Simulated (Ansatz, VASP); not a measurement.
**CdSe in VASP and in Ansatz**

File INCAR:

```
SYSTEM = CdSe
ALGO = Normal
EDIFF = 1E-6
ENCUT = 520
ISIF = 2
ISMEAR = -1
LASPH = .TRUE.
LCHARG = .TRUE.
LELF = .TRUE.
LREAL = .FALSE.
LVHAR = .TRUE.
LWAVE = .FALSE.
NBANDS = 16
NELM = 60
PREC = Accurate
SIGMA = 0.05
```

Contents of KPOINTS:

```
k-points
0
G
  12 12 12
  0 0 0
```

POSCAR

```
CdSe
1.0
    0.0000000000      2.9220277494      2.9220277494
    2.9220277494      0.0000000000      2.9220277494
    2.9220277494      2.9220277494      0.0000000000
Cd Se
1 1
Direct
    0.0000000000      0.0000000000      0.0000000000
    0.2500000000      0.2500000000      0.2500000000
```

Input for Ansatz:

```yaml
crystal:
  lattice:
    - [0.0, 2.9220277494, 2.9220277494]
    - [2.9220277494, 0.0, 2.9220277494]
    - [2.9220277494, 2.9220277494, 0.0]
  atoms:
    - { symbol: Cd, position: [0.0, 0.0, 0.0] }
    - { symbol: Se, position: [0.25, 0.25, 0.25] }
kpoints:
  mp_grid: { grid: [12, 12, 12] }
scf:
  occupations: { method: fermi_dirac, width: 0.05 }
hamiltonian:
  xc: lda
  pseudopotentials: { kind: paw }
output:
  forces: true
  stress: true
  eigenvalues: true
  populations: true
  write_density: true
  write_potential: true
  elf: true
  volumetric_format: npy
```

Change from the starting cell: volume scaled by 0.92, PAW files.

Alike in both runs: task single point; functional LDA; k mesh 12 × 12 × 12; occupations fermi-dirac, width 0.05 eV; no spin polarisation.

```csv
,VASP,Ansatz
version,VASP 6.6.1,Ansatz 0.2.0
potentials or method,"VASP PAW LDA potentials, release 64 (Cd, Se)","PAW with Ansatz's default frozen-core files, scalar-relativistic"
plane-wave cutoff (eV),520,420
valence electrons in the cell,18,36
```

```tsv
	VASP	Ansatz	Ansatz less VASP
pressure (GPa)	6.5	5.8	-0.71
```

The two sets of potentials don't hold the same shells in valence.
